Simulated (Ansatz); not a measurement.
Steps from a short run of molecular dynamics on a 2×2×2 supercell (16 atoms) of MgS (CsCl type), relaxed with r2SCAN; forces from r2SCAN in the PAW code Ansatz, 2×2×2 mesh, Fermi-Dirac smearing of 0.086 eV, a Nosé-Hoover thermostat at fixed volume, set at 1000 K. Classical nuclei, no spin polarisation; a few dozen steps show the first response, not equilibrium. The structure comes from a prototype and may be hypothetical.

Cell vectors in Å:
```
6.5256 0.0000 0.0000
0.0000 6.5256 0.0000
0.0000 0.0000 6.5256
```

Task: At 6 fs the positions in Å are
```
Mg  -0.003   0.000  -0.088
S    1.634   1.608   1.634
Mg   0.009   0.018   3.216
S    1.622   1.655   4.885
Mg  -0.038   3.244   0.031
S    1.636   4.925   1.580
Mg   0.013   3.271   3.256
S    1.669   4.855   4.889
Mg   3.251  -0.009   0.034
S    4.873   1.634   1.590
Mg   3.254   0.009   3.241
S    4.877   1.642   4.892
Mg   3.295   3.269   0.101
S    4.858   4.853   1.668
Mg   3.263   3.260   3.340
S    4.941   4.923   4.904
```
What are the forces, and how far does the free energy (smearing included) lie above that of step 0, with the atoms on their sites?

Result: -5.1 meV an atom; forces in eV/Å:
```
Mg   0.038  -0.002  -0.023
S    0.095   0.251   0.459
Mg   0.010   0.002  -0.004
S   -0.489  -0.361   0.222
Mg   0.123   0.029  -0.154
S   -0.548   0.311  -0.398
Mg  -0.001   0.010   0.168
S    0.573  -0.223  -0.532
Mg  -0.006   0.033  -0.145
S    0.343  -0.381  -0.391
Mg  -0.018  -0.027   0.147
S   -0.346   0.287  -0.456
Mg  -0.148  -0.026  -0.082
S   -0.291  -0.409   0.593
Mg   0.017   0.006   0.113
S    0.646   0.498   0.482
```

Task: At 15 fs the positions in Å are
```
Mg  -0.007   0.000  -0.220
S    1.639   1.578   1.648
Mg   0.024   0.045   3.146
S    1.596   1.683   4.876
Mg  -0.092   3.217   0.071
S    1.631   4.979   1.495
Mg   0.033   3.282   3.251
S    1.737   4.792   4.870
Mg   3.233  -0.022   0.081
S    4.849   1.629   1.521
Mg   3.241   0.022   3.214
S    4.843   1.663   4.878
Mg   3.337   3.276   0.250
S    4.798   4.783   1.736
Mg   3.263   3.255   3.458
S    5.024   4.977   4.928
```
What are the forces, and how far does the free energy (smearing included) lie above that of step 0, with the atoms on their sites?

Result: -30.2 meV an atom; forces in eV/Å:
```
Mg   0.202   0.112  -0.002
S    0.145   0.578   0.852
Mg   0.020   0.042   0.028
S   -1.063  -0.803   0.426
Mg   0.323   0.076  -0.439
S   -1.105   0.424  -0.526
Mg   0.027  -0.016   0.470
S    1.065  -0.173  -0.975
Mg   0.027   0.138  -0.460
S    0.698  -0.903  -0.559
Mg  -0.058  -0.057   0.418
S   -0.596   0.563  -0.917
Mg  -0.510  -0.101  -0.351
S   -0.269  -0.545   1.010
Mg   0.094  -0.036   0.246
S    0.999   0.703   0.781
```

Task: At 24 fs the positions in Å are
```
Mg  -0.004   0.004  -0.351
S    1.649   1.563   1.682
Mg   0.038   0.073   3.077
S    1.545   1.691   4.877
Mg  -0.135   3.193   0.098
S    1.599   5.042   1.397
Mg   0.054   3.294   3.261
S    1.831   4.725   4.828
Mg   3.216  -0.031   0.113
S    4.842   1.602   1.438
Mg   3.226   0.033   3.200
S    4.795   1.699   4.842
Mg   3.363   3.281   0.387
S    4.732   4.701   1.827
Mg   3.267   3.249   3.584
S    5.130   5.047   4.970
```
What are the forces, and how far does the free energy (smearing included) lie above that of step 0, with the atoms on their sites?

Result: -70.9 meV an atom; forces in eV/Å:
```
Mg   0.571   0.489   0.397
S    0.341   1.038   0.997
Mg  -0.056   0.043   0.039
S   -1.432  -1.170   0.703
Mg   0.481   0.174  -0.645
S   -1.452   0.154  -0.367
Mg   0.034  -0.029   0.671
S    1.027   0.388  -1.019
Mg   0.159   0.256  -0.756
S    1.030  -1.458  -0.466
Mg  -0.037  -0.113   0.616
S   -0.642   0.663  -1.199
Mg  -0.989  -0.188  -0.667
S    0.024  -0.200   1.072
Mg   0.323  -0.195   0.015
S    0.618   0.149   0.608
```

Task: At 27 fs the positions in Å are
```
Mg   0.001   0.008  -0.393
S    1.653   1.563   1.699
Mg   0.043   0.083   3.055
S    1.520   1.688   4.881
Mg  -0.147   3.186   0.103
S    1.581   5.064   1.362
Mg   0.061   3.297   3.269
S    1.868   4.704   4.809
Mg   3.212  -0.032   0.119
S    4.845   1.585   1.408
Mg   3.221   0.036   3.200
S    4.775   1.714   4.824
Mg   3.365   3.281   0.428
S    4.710   4.673   1.863
Mg   3.270   3.246   3.626
S    5.169   5.071   4.988
```
What are the forces, and how far does the free energy (smearing included) lie above that of step 0, with the atoms on their sites?

Result: -85.5 meV an atom; forces in eV/Å:
```
Mg   0.764   0.713   0.668
S    0.432   1.202   0.984
Mg  -0.112   0.026   0.029
S   -1.458  -1.227   0.785
Mg   0.512   0.221  -0.675
S   -1.503   0.017  -0.281
Mg   0.023  -0.021   0.698
S    0.834   0.701  -0.895
Mg   0.217   0.284  -0.823
S    1.107  -1.605  -0.410
Mg  -0.005  -0.140   0.646
S   -0.583   0.608  -1.209
Mg  -1.129  -0.226  -0.737
S    0.144  -0.038   1.023
Mg   0.445  -0.301  -0.215
S    0.312  -0.215   0.412
```

Task: At 39 fs the positions in Å are
```
Mg   0.053   0.058  -0.522
S    1.686   1.598   1.790
Mg   0.055   0.121   2.965
S    1.387   1.644   4.918
Mg  -0.173   3.168   0.097
S    1.469   5.149   1.220
Mg   0.090   3.312   3.325
S    2.027   4.651   4.713
Mg   3.203  -0.026   0.111
S    4.887   1.476   1.278
Mg   3.201   0.042   3.220
S    4.687   1.785   4.722
Mg   3.331   3.273   0.565
S    4.629   4.561   2.032
Mg   3.303   3.218   3.774
S    5.322   5.152   5.062
```
What are the forces, and how far does the free energy (smearing included) lie above that of step 0, with the atoms on their sites?

Result: -124.7 meV an atom; forces in eV/Å:
```
Mg   1.172   1.353   2.117
S    0.722   1.616   0.668
Mg  -0.439  -0.159  -0.039
S   -0.615  -0.572   0.656
Mg   0.448   0.470  -0.570
S   -1.181  -0.420   0.167
Mg  -0.077   0.138   0.629
S   -0.863   2.385   0.206
Mg   0.380   0.183  -0.879
S    1.072  -1.565  -0.162
Mg   0.247  -0.289   0.564
S    0.440  -0.670  -0.455
Mg  -1.198  -0.330  -0.678
S    0.529   0.440   0.325
Mg   0.615  -0.602  -1.912
S   -1.253  -1.978  -0.637
```

Task: At 48 fs the positions in Å are
```
Mg   0.128   0.138  -0.544
S    1.729   1.669   1.877
Mg   0.048   0.144   2.898
S    1.271   1.596   4.963
Mg  -0.176   3.171   0.072
S    1.354   5.201   1.119
Mg   0.108   3.327   3.390
S    2.126   4.674   4.645
Mg   3.209  -0.016   0.072
S    4.949   1.352   1.178
Mg   3.195   0.036   3.256
S    4.632   1.820   4.633
Mg   3.263   3.255   0.641
S    4.582   4.489   2.166
Mg   3.345   3.180   3.818
S    5.406   5.162   5.103
```
What are the forces, and how far does the free energy (smearing included) lie above that of step 0, with the atoms on their sites?

Result: -120.5 meV an atom; forces in eV/Å:
```
Mg  -0.701  -0.657   2.957
S    0.618   1.410   0.360
Mg  -0.608  -0.345  -0.017
S    1.367   1.565  -0.516
Mg   0.174   0.644  -0.313
S   -0.346  -0.502   0.666
Mg  -0.163   0.376   0.490
S   -1.737   2.783   0.726
Mg   0.325  -0.166  -0.801
S    0.769  -0.832   0.124
Mg   0.478  -0.356   0.326
S    2.075  -2.922   0.849
Mg  -0.665  -0.129  -0.458
S    0.673   0.533  -0.781
Mg  -0.932   0.635  -2.965
S   -1.324  -2.037  -0.647
```
